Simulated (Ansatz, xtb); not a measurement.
# Two isomers of C4H6

Structure X: `C1=CCC1`, a singlet. Structure Y: `CC#CC`, a singlet. Both are isolated molecules in the gas phase, relaxed with PBE0-D3(BJ)/def2-SVP.

Quicker runs give these differences E(Y) − E(X): GFN2-xTB +0.012 eV; HF/STO-3G +0.073 eV (at GFN2-xTB geometries); r2SCAN-D4/def2-SVP −0.032 eV (at GFN2-xTB geometries).

Problem. Estimate E(Y) − E(X) at the level CCSD(T)/def2-TZVP.

Solution. Calculated at CCSD(T)/def2-TZVP: E(Y) − E(X) = −0.132 eV, so structure Y lies lower.

How the difference moves with the method:

```
               level              geometry  E(Y) − E(X) (eV)  departure from the last row (eV)  job, with rough time for the two
            GFN2-xTB              GFN2-xTB              +0.012                            +0.144               optimisation, 0.1 s
           HF/STO-3G              GFN2-xTB              +0.073                            +0.206              single point, 0.18 s
  r2SCAN-D4/def2-SVP              GFN2-xTB              −0.032                            +0.101               single point, 1.4 s
PBE0-D3(BJ)/def2-SVP  PBE0-D3(BJ)/def2-SVP              +0.096                            +0.228               optimisation, 8.1 s
        HF/def2-TZVP  PBE0-D3(BJ)/def2-SVP              −0.312                            −0.180           part of the CCSD(T) run
       MP2/def2-TZVP  PBE0-D3(BJ)/def2-SVP              −0.193                            −0.061           part of the CCSD(T) run
   CCSD(T)/def2-TZVP  PBE0-D3(BJ)/def2-SVP              −0.132                                                  single point, 21 s
```

As drawn, Y has 1 C≡C in place of 1 C=C, 1 C–C. Structure X has a 4-membered ring, Y no ring.

HF/STO-3G, PBE0-D3(BJ)/def2-SVP put the two in the other order. GFN2-xTB finds them nearly level. The largest departure from CCSD(T)/def2-TZVP is that of PBE0-D3(BJ)/def2-SVP, 0.228 eV.

With harmonic frequencies from PBE0-D3(BJ)/def2-SVP (ideal gas, rigid rotor, one conformer each, 1000 K, 1 atm): on the last row, ΔE + ΔZPE = −0.204 eV. A mode under 50 cm⁻¹ makes harmonic enthalpies and free energies unreliable, so none is given.

The correlated steps freeze 4 core orbitals. Codes used: Ansatz 0.2.0, xtb 6.7.1; the last row on 2 threads of Intel(R) Xeon(R) 6975P-C (Granite Rapids) on a shared host.
